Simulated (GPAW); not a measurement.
# GaN (P6_3mc) in GPAW: a series of runs

The runs below take GaN through band structure, with PBE, PBEsol.

Program: GPAW 26.7.0. These are calculated values, not measurements. Logs are shortened: lines on timing, memory, paths and dates and some standing lists are left out, and cuts for length are marked. The log counts tension as positive stress, the text compression.

**Experimental background.**

“Studying electronic properties in GaN without electrical contacts using γ-γ vs e−-γ Perturbed Angular Correlations”, 2019, pmc:6823545 quotes, for a bulk crystal of GaN: band gap 3.503 ± 0.005 eV (direct).

The results are compared with them further down.

## 1. The crystal as given

It takes space group P6_3mc (No. 186, hexagonal). The conventional cell has a = 3.180 Å, b = 3.180 Å, c = 5.166 Å, α = 90.00°, β = 90.00°, γ = 120.00°. Ga (site symmetry 3m) is surrounded by 4 N at 1.94 to 1.95 Å. N (site symmetry 3m) is surrounded by 4 Ga at 1.94 to 1.95 Å.

## 2. Band structure, PBE

File run.py:

```python
from ase import Atoms
from ase.dft.bandgap import bandgap
from ase.io import write
from gpaw import GPAW

atoms = Atoms(['Ga', 'Ga', 'N', 'N'],
              cell=[[3.18, 0.0, 0.0],
                    [-1.59, 2.753960784, 0.0],
                    [0.0, 0.0, 5.166]],
              scaled_positions=[[0.6666666667, 0.3333333333, 0.5],
                                [0.3333333333, 0.6666666667, 0.0],
                                [0.6666666667, 0.3333333333, 0.875],
                                [0.3333333333, 0.6666666667, 0.375]],
              pbc=True)

calc = GPAW(mode='fd',
            h=0.16,
            xc='PBE',
            kpts={'size': (7, 7, 4), 'gamma': True},
            occupations={'name': 'fermi-dirac', 'width': 0.05},
            nbands=18,
            convergence={'density': 1e-05, 'energy': 1e-05},
            maxiter=150,
            txt='gpaw.txt')
atoms.calc = calc
energy = atoms.get_potential_energy()
forces = atoms.get_forces()
calc.write('gs.gpw')
write('result.traj', atoms)
print(f'Energy: {energy:.6f} eV')
print('Forces (eV/A):')
print(forces.round(4))
print('Fermi level:', round(calc.get_fermi_level(), 4), 'eV')
print(f'Gap: {bandgap(calc)[0]:.4f} eV, direct: {bandgap(calc, direct=True)[0]:.4f} eV')

path = atoms.cell.bandpath('GMKGALHA,LM,KH', npoints=100, eps=1e-4)
bs_calc = calc.fixed_density(kpts=path, symmetry='off', nbands=29,
                             convergence={'bands': 'CBM+6.0', 'eigenstates': 1e-6}, txt='bands.txt')
bs = bs_calc.band_structure()
bs.write('bs.json')
print(f'Gap on the path: {bandgap(bs_calc)[0]:.4f} eV')
```

Potentials or basis: GPAW PAW data sets (gpaw-data 1.2.1), fd.

The run is started by

```bash
$ OMP_NUM_THREADS=1 python run.py
```

gpaw.txt:

```text
__  _  _
 | _ |_)|_||  |
 |__||  | ||/\| - 26.7.0

Input parameters:
  mode=FD(),
  convergence={'density': 1e-05, 'energy': 1e-05},
  h=0.16,
  kpts=MonkhorstPack(size=(7, 7, 4), gamma=True),
  maxiter=150,
  nbands=18,
  occupations=Occupations(name='fermi-dirac', width=0.05),
  xc=XC(name='PBE')

Diagonalizing LCAO Hamiltonian
Converting LCAO to fd mode

           N

           Ga
        N

        Ga

Atoms  # Å, Bohr magnetons
|   | symbol |         x |        y |        z |    initial magnetic moments |
|---|--------|-----------|----------|----------|-----------------------------|
| 0 |     Ga |  1.590000 | 0.917987 | 2.583000 | ( 0.0000,  0.0000,  0.0000) |
| 1 |     Ga | -0.000000 | 1.835974 | 0.000000 | ( 0.0000,  0.0000,  0.0000) |
| 2 |      N |  1.590000 | 0.917987 | 4.520250 | ( 0.0000,  0.0000,  0.0000) |
| 3 |      N | -0.000000 | 1.835974 | 1.937250 | ( 0.0000,  0.0000,  0.0000) |

Unit cell  # Å
| periodic |         x |        y |        z |  lengths |     angles |
|----------|-----------|----------|----------|----------|------------|
|      yes |  3.180000 | 0.000000 | 0.000000 | 3.180000 |  90.000000 |
|      yes | -1.590000 | 2.753961 | 0.000000 | 3.180000 |  90.000000 |
|      yes |  0.000000 | 0.000000 | 5.166000 | 5.166000 | 120.000000 |

Number of symmetries: 6
Symmetry operations  # r_c * U_cc + t_c -> r_c
|   | kind |            matrix            |
|---|------|------------------------------|
| 0 |  σ   |  1, 1, 0,  0,-1, 0,  0, 0, 1 |
| 1 |  E   |  1, 0, 0,  0, 1, 0,  0, 0, 1 |
| 2 |  C3  |  0, 1, 0, -1,-1, 0,  0, 0, 1 |
| 3 |  σ   |  0,-1, 0, -1, 0, 0,  0, 0, 1 |
| 4 |  σ   | -1, 0, 0,  1, 1, 0,  0, 0, 1 |
| 5 |  C3  | -1,-1, 0,  1, 0, 0,  0, 0, 1 |

BZ-sampling:
  Number of BZ points: 196
  Number of IBZ points: 28

  Monkhorst-Pack size: [7, 7, 4]
  Monkhorst-Pack shift: [0.0, 0.0, 0.125]

K-points  # in reciprocal-cell coordinates
|     |                                coordinates |     weight |
|-----|--------------------------------------------|------------|
|   0 | (  0.00000000,   0.00000000,   0.00000000) | 0.00510204 |
|   1 | (  0.00000000,   0.00000000,   0.25000000) | 0.01020408 |
|   2 | (  0.00000000,   0.00000000,   0.50000000) | 0.00510204 |
|   3 | (  0.14285714,   0.00000000,  -0.25000000) | 0.03061224 |
|   4 | (  0.14285714,   0.00000000,   0.00000000) | 0.03061224 |
|   5 | (  0.14285714,   0.00000000,   0.25000000) | 0.03061224 |
|   6 | (  0.14285714,   0.00000000,   0.50000000) | 0.03061224 |
|   7 | (  0.28571429,  -0.14285714,   0.00000000) | 0.03061224 |
|   8 | (  0.28571429,  -0.14285714,   0.25000000) | 0.06122449 |
|   9 | (  0.28571429,  -0.14285714,   0.50000000) | 0.03061224 |
| ... |                                            |            |
|  27 | (  0.42857143,   0.42857143,   0.50000000) | 0.03061224 |

Uniform wave function grid shape: (np.int64(16), np.int64(16), np.int64(32))
Spin-components: 1 (collinear spins)
Bands:           18
Projectors:      20
Spin-degeneracy: 2
Datatype:        complex128

Parallelization:
  kpt:    1
  domain: 1
  band:   1

Density:
  Valence electrons: 16.0
  Components: 1
  Grid points: [16 16 32]
  Charge: 0.0  # |e|

Potential:
  Grid points: [16 16 32]

species:
  Ga:
    name:    Gallium
    Z:       31.0
    valence: 3
    core:    28
    charge:  0.0  # [|e|]
    compensation charges:
      type: gauss
      rc: 0.37  # [Å]
      lmax: 2
    cutoffs:
      filter: 2.06  # [Å]
      core: 4.17  # [Å]
    projectors
    | kind |    occ | energy [eV] | rcut [Å] |
    |------|--------|-------------|----------|
    |   4s |  2.000 |      -8.945 |    1.164 |
    |   4p |  1.000 |      -2.580 |    1.164 |
    |    s |        |      18.266 |    1.164 |
    |    p |        |      24.631 |    1.164 |
    |    d |        |       0.000 |    1.164 |

    Using partial waves for Ga as LCAO basis

  N:
    name:    Nitrogen
    Z:       7.0
    valence: 5
    core:    2
    charge:  0.0  # [|e|]
    compensation charges:
      type: gauss
      rc: 0.18  # [Å]
      lmax: 2
    cutoffs:
      filter: 1.11  # [Å]
      core: 0.96  # [Å]
    projectors
    | kind |    occ | energy [eV] | rcut [Å] |
    |------|--------|-------------|----------|
    |   2s |  2.000 |     -18.583 |    0.603 |
    |   2p |  3.000 |      -7.089 |    0.529 |
    |    s |        |       8.629 |    0.603 |
    |    p |        |      20.123 |    0.529 |
    |    d |        |       0.000 |    0.577 |

    Using partial waves for N as LCAO basis

Reference energy: -108732.786066  # eV

eigensolver:
  PPCG
  Converge bands: occupied
  niter=2

density mixing:
  MSR1-Mixer
  Pratt-step length: 0.05
  Maximum mixing coefficient: 0.75
  Old densities: 10
  SVD Regularization: 0.005
  Good broyden scale: 1.0
  Trust region scale: 1.0
  Backstep threshold: 4.0
  History deletion threshold: 6.0
  Fourier metric: weight=20.0, sigma=0.015

occupation numbers:
  Fermi-Dirac:
    width: 0.0500  # eV

FastPoissonSolver using
    Stencil: 8*3+1=25 point O(h^6) finite-difference Laplacian
    FFT axes: [np.int64(0), np.int64(1), np.int64(2)]
    FST axes: []

xc functional:
  name: PBE with 2 nearest neighbor stencil
interpolation: tri-quintic # 5. degree polynomial

convergence criteria:
- Maximum integral of absolute [dens]ity change: 1e-05 electrons / valence electron
- Maximum [total energy] change in last 3 cyles: 1e-05 eV / valence electron
- Maximum integral of absolute [eigenst]ate change: 4e-08 eV^2 / valence electron
maximum number of iterations: 150

SCF iterations
|iter     | |      energy | eigst |  dens |
|---------|-|-------------|-------|-------|
|iter:   1| |  -27.991211 | +0.53 |       |
|iter:   2| |  -26.984465 | -0.67 | -0.56 |
|iter:   3| |  -24.214557 | -0.01 | -0.62 |
|iter:   4| |  -24.221089 | -1.25 | -1.29 |
|iter:   5| |  -24.224754 | -2.03 | -1.56 |
|iter:   6| |  -24.224846 | -3.25 | -2.77 |
|iter:   7| |  -24.224866c| -4.23 | -3.26 |
|iter:   8| |  -24.224867c| -5.19 | -3.89 |
|iter:   9| |  -24.224867c| -6.08 | -4.44 |
|iter:  10| |  -24.224867c| -6.98 | -4.83 |
|iter:  11| |  -24.224867c| -7.49c| -5.56c|

Converged in 11 steps
Energy contributions relative to reference atoms: (reference = -108732.786066)

Energy contributions:
  Kinetic:          72.852501
  Coulomb:         -64.749919
  Zero:              1.054429
  External:          0.000000
  Xc:              -33.381878
  Entropy:          -0.000000
  Spinorbit:         0.000000
  ----------------------------
  Free energy:     -24.224867
  Extrapolated:    -24.224867

dipole moment: (0.000000, -0.000000, -11.597485)  # |e|*Ang

Fermi level: 7.534
Eigenvalues  # (at kpt = [0.000, 0.000, 0.000])
| band index |      eig [eV] | occ [0-2] |
|------------|---------------|-----------|
|          0 |        -9.419 |     2.000 |
|          1 |        -7.027 |     2.000 |
|          2 |        -0.528 |     2.000 |
|          3 |         5.484 |     2.000 |
|          4 |         5.491 |     2.000 |
|          5 |         6.512 |     2.000 |
|          6 |         6.534 |     2.000 |
|          7 |         6.542 |     2.000 |
|          8 |         8.657 |     0.000 |
|          9 |        10.978 |     0.000 |
|         10 |        15.919 |     0.000 |
|         11 |        16.568 |     0.000 |
|         12 |        16.568 |     0.000 |
|         13 |        17.509 |     0.000 |
|         14 |        18.404 |     0.000 |
|         15 |        18.405 |     0.000 |
|        ... |               |           |
|         17 |        21.988 |     0.000 |

Gap: 2.115 eV
Transition (v -> c):
  (s=0, k=0, n=7, [0.00, 0.00, 0.00]) -> (s=0, k=0, n=8, [0.00, 0.00, 0.00])
No difference between direct/indirect transitions

Forces  # eV/Ang
|        x |        y |        z |
|----------|----------|----------|
|  0.00000 | -0.00000 | -0.17456 |  # Ga   0
|  0.00000 |  0.00000 | -0.17456 |  # Ga   1
|  0.00000 |  0.00000 |  0.17497 |  # N    2
| -0.00000 | -0.00000 |  0.17500 |  # N    3

# Writing to gs.gpw (mode='')
```

stdout:

```text
Energy: -24.224867 eV
Forces (eV/A):
[[ 0.     -0.     -0.1746]
 [ 0.      0.     -0.1746]
 [ 0.      0.      0.175 ]
 [-0.     -0.      0.175 ]]
Fermi level: 7.5337 eV
Gap: 2.1150 eV, direct: 2.1150 eV
Gap on the path: 2.1150 eV
```

It took 3.2 min on 1 thread of Intel Xeon Platinum 8488C (Sapphire Rapids), shared host; peak memory 0.84 GiB.

What came out:

```yaml
Free_energy: -24.2249 eV
Largest_force: 0.175 eV/Å
Band_gap_on_the_k_mesh: 2.12 eV, direct
Band_gap_along_the_path: 2.11 eV, direct
```

Forces in eV/Å, atoms in the order of the input:
```
Ga   0.000  0.000 -0.175
Ga   0.000  0.000 -0.175
N    0.000  0.000  0.175
N    0.000  0.000  0.175
```

Levels at the corners of the path, in eV from the valence-band top:
```csv
point,band 4,band 5,band 6,band 7,band 8,band 9,band 10,band 11,band 12
Γ,-1.06,-1.05,-0.03,-0.01,0.00,2.11,4.44,9.38,10.03
M,-5.28,-4.23,-2.73,-2.26,-0.97,5.17,5.73,6.18,8.78
K,-5.29,-5.29,-3.02,-3.02,-2.74,5.20,8.00,8.00,8.50
Γ,-1.06,-1.05,-0.03,-0.01,0.00,2.11,4.44,9.38,10.03
A,-3.94,-0.55,-0.55,-0.54,-0.54,4.43,4.43,8.67,8.67
L,-6.64,-1.94,-1.94,-1.90,-1.90,4.53,4.53,7.95,7.95
H,-6.16,-4.24,-4.24,-1.45,-1.45,6.61,6.61,7.41,7.41
A,-3.94,-0.55,-0.55,-0.54,-0.54,4.43,4.43,8.67,8.67
L,-6.64,-1.94,-1.94,-1.90,-1.90,4.53,4.53,7.95,7.95
M,-5.28,-4.23,-2.73,-2.26,-0.97,5.17,5.73,6.18,8.78
K,-5.29,-5.29,-3.02,-3.02,-2.74,5.20,8.00,8.00,8.50
H,-6.16,-4.24,-4.24,-1.45,-1.45,6.61,6.61,7.41,7.41
```

Caveat: the real-space grid adds noise to forces.

## 3. Band structure, PBEsol, spin-orbit coupling, no magnetisation

File run.py:

```python
import numpy as np
from ase.dft.bandgap import bandgap
from ase.io import read, write
from ase.units import GPa
from gpaw import GPAW, PW, setup_paths
from gpaw.spinorbit import soc_eigenstates

setup_paths.insert(0, '.')

atoms = read('GaN.cif')

calc = GPAW(mode=PW(800),
            xc='PBEsol',
            kpts={'size': (7, 7, 4), 'gamma': True},
            occupations={'name': 'fermi-dirac', 'width': 0.05},
            nbands=18,
            convergence={'density': 1e-05, 'energy': 1e-05},
            maxiter=150,
            txt='gpaw.txt')
atoms.calc = calc
energy = atoms.get_potential_energy()
forces = atoms.get_forces()
stress = atoms.get_stress()
calc.write('gs.gpw')
write('result.traj', atoms)
print(f'Energy: {energy:.6f} eV')
print('Forces (eV/A):')
print(forces.round(4))
print('Stress (GPa):', (stress / GPa).round(3))
print('Fermi level:', round(calc.get_fermi_level(), 4), 'eV')
print(f'Gap: {bandgap(calc)[0]:.4f} eV, direct: {bandgap(calc, direct=True)[0]:.4f} eV')

path = atoms.cell.bandpath('GMKGALHA,LM,KH', npoints=100, eps=1e-4)
bs_calc = calc.fixed_density(kpts=path, symmetry='off', nbands=29,
                             convergence={'bands': 'CBM+6.0', 'eigenstates': 1e-6}, txt='bands.txt')
bs = bs_calc.band_structure()
bs.write('bs.json')
print(f'Gap on the path: {bandgap(bs_calc)[0]:.4f} eV')

soc = soc_eigenstates(bs_calc, theta=90, phi=0)
np.savetxt('soc_bands.dat', soc.eigenvalues(), fmt='%.4f')
mesh = soc_eigenstates('gs.gpw', theta=90, phi=0)
np.savetxt('soc_mesh.dat', mesh.eigenvalues(), fmt='%.4f')
print('Fermi level with spin-orbit coupling:', round(mesh.fermi_level, 4), 'eV')
```

File GaN.cif:

```cif
data_GaN
_cell_length_a 3.18000000
_cell_length_b 3.18000000
_cell_length_c 5.16600000
_cell_angle_alpha 90.00000000
_cell_angle_beta 90.00000000
_cell_angle_gamma 120.00000000
_space_group_name_H-M_alt 'P1'
_space_group_name_Hall 'P 1'
_space_group_IT_number 1
loop_
_space_group_symop_operation_xyz
'x,y,z'
loop_
_atom_site_label
_atom_site_type_symbol
_atom_site_symmetry_multiplicity
_atom_site_Wyckoff_symbol
_atom_site_fract_x
_atom_site_fract_y
_atom_site_fract_z
_atom_site_occupancy
Ga1 Ga 1 a 0.6666666667 0.3333333333 0.5000000000 1
Ga2 Ga 1 a 0.3333333333 0.6666666667 0.0000000000 1
N1 N 1 a 0.6666666667 0.3333333333 0.8750000000 1
N2 N 1 a 0.3333333333 0.6666666667 0.3750000000 1
```

Potentials or basis: PAW data sets generated in the run's folder for this functional, pw.

The run is started by

```bash
$ gpaw-setup -f PBEsol Ga N
$ OMP_NUM_THREADS=1 python run.py
```

It took 55 s on 1 thread of Intel Xeon Platinum 8488C (Sapphire Rapids), shared host; peak memory 0.4 GiB.

The run converged. Its results:

* Free energy: -26.0347 eV
* Pressure: 9.3 GPa
* Largest force: 0.178 eV/Å
* Band gap on the k mesh: 2.03 eV, direct
* Band gap along the path: 2.03 eV, direct

Forces on the atoms (eV/Å):
```
Ga   0.000  0.000 -0.178
Ga   0.000  0.000 -0.177
N    0.000  0.000  0.177
N    0.000  0.000  0.177
```

Stress tensor (GPa, compression positive):
```
 8.58  0.00  0.00
 0.00  8.58  0.00
 0.00  0.00 10.75
```

Levels at the corners of the path, in eV from the valence-band top:
```tsv
point	band 13	band 14	band 15	band 16	band 17	band 18	band 19	band 20
Γ	-0.01	-0.01	0.00	0.00	2.03	2.03	4.33	4.33
M	-2.33	-2.33	-0.99	-0.99	5.01	5.01	5.63	5.63
K	-3.09	-3.07	-2.79	-2.79	5.02	5.02	7.95	7.96
Γ	-0.01	-0.01	0.00	0.00	2.03	2.03	4.33	4.33
A	-0.54	-0.54	-0.54	-0.54	4.34	4.34	4.34	4.34
L	-1.94	-1.94	-1.94	-1.94	4.38	4.38	4.38	4.38
H	-1.50	-1.50	-1.49	-1.49	6.48	6.48	6.51	6.51
A	-0.54	-0.54	-0.54	-0.54	4.34	4.34	4.34	4.34
L	-1.94	-1.94	-1.94	-1.94	4.38	4.38	4.38	4.38
M	-2.33	-2.33	-0.99	-0.99	5.01	5.01	5.63	5.63
K	-3.09	-3.07	-2.79	-2.79	5.02	5.02	7.95	7.96
H	-1.50	-1.50	-1.49	-1.49	6.48	6.48	6.51	6.51
```

Caveat: spin-orbit coupling was added after a scalar SCF, so levels and gaps hold it while energy, forces, pressure and moments don't; this program's spin-orbit splittings come out too wide for heavy elements.

## 4. How close it comes

Step 2. Measured gap of GaN: 3.503 eV (direct; quoted in “Studying electronic properties in GaN without electrical contacts using γ-γ vs e−-γ Perturbed Angular Correlations”, 2019, pmc:6823545). This calculation gives 2.11 eV (-1.39 eV). Spin-orbit coupling on Ga is left out. The value is that of PBE, without temperature or zero-point motion. Semilocal functionals fall short of measured gaps as a rule.

Step 3. Against the measured gap of GaN, 3.503 eV (direct; quoted in “Studying electronic properties in GaN without electrical contacts using γ-γ vs e−-γ Perturbed Angular Correlations”, 2019, pmc:6823545), the calculated 2.03 eV is off by -1.48 eV. The value is that of PBEsol, without temperature or zero-point motion. Semilocal functionals fall short of measured gaps as a rule.
